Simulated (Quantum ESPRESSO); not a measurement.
**LiCl: zone-centre phonons and dielectric response under several settings**

```
Cl Li
1.0
     0.00000    2.56477    2.56477
     2.56477    0.00000    2.56477
     2.56477    2.56477    0.00000
Cl Li
1 1
Direct
  0.50000 0.50000 0.50000
  0.00000 0.00000 0.00000
```

All runs used Quantum ESPRESSO 7.5; k mesh 4 × 4 × 4, shifted; relaxed cell; no spin polarisation; cutoff 1007 eV; occupations smeared at first, fixed for the response.

```csv
level,potentials,volume (Å³/atom),lowest optical mode without the field (cm⁻¹),highest mode with the field (cm⁻¹),ε∞ (mean),ε0 (mean),Born charge of atom 1 (e)
LDA,PseudoDojo 0.4.1 SR LDA standard,15.29,229,413,3.19,10.4,-1.17
PBE,PseudoDojo 0.4.1 SR PBE standard,17.07,168,384,2.95,15.4,-1.19
WC,PseudoDojo 0.4.1 SR PBE standard,16.33,208,400,3.06,11.3,-1.17
AM05,PseudoDojo 0.4.1 SR PBE standard,16.79,180,388,2.99,14.0,-1.18
RPBE,PseudoDojo 0.4.1 SR PBE standard,18.12,130,369,2.82,22.7,-1.20
vdW-DF-cx,PseudoDojo 0.4.1 SR PBE standard,?,?,?,?,?,?
```

Task: What stands in the row left open?

Result: Volume 16.65 Å³/atom; lowest optical mode without the field 223 cm⁻¹; highest mode with the field 408 cm⁻¹; ε∞ 2.98; ε0 10.0; Born charge of atom 1 -1.17 e.

Caveats: the potentials were made for another functional, which shifts forces and pressure (some runs); before the sum rule the acoustic modes lie tens of cm⁻¹ from zero, a sign that the density grid also shifts the optical modes (some runs).

For the row left open. Caveat: the potentials were made for another functional, which shifts forces and pressure; before the sum rule the acoustic modes lie tens of cm⁻¹ from zero, a sign that the density grid also shifts the optical modes.
